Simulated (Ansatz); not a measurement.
# HfS$_{2}$: the gap under strain

HfS$_{2}$, P-3m1, a = 3.606 Å, c = 5.770 Å. Ansatz: PBE+D3(BJ), PAW, 420 eV, Γ-centred 12×12×6 mesh on 3 atoms, Gaussian smearing 0.02 eV; no spin polarisation. Series: equal strain along all axes, cell held, atoms relaxed; x is the strain in per cent. The gap is sought over the whole zone.

| x (%) | gap y (eV) |
| --- | --- |
| -4.5 | ? |
| -3.0 | 0.383 |
| -1.5 | 0.633 |
| 0.0 | 0.853 |
| 1.5 | 1.039 |
| 3.0 | 1.194 |
| 4.5 | 1.324 |

Task: Fit y = E0 + c1 x + c2 x² to the other rows, give the deformation potential for this strain, and predict the missing gap.

Result: Least squares on the rows shown. y = 0.8514 + 0.1355 x − 0.006825 x². The deformation potential is 100 c1 = 13.55 eV per unit strain of each axis, or a third of that, 4.52 eV, as the usual dE_g/d ln V. At x = -4.5 the fit asked for gives 0.103 eV. The run gave 0.103 eV, the same to the digits shown. Note that a band edge changes its point in the zone among the fitted rows.

Spin-orbit coupling is left out, which matters for the bands of heavy elements. Semilocal functionals give gaps under the measured ones; changes of the gap mostly carry over better.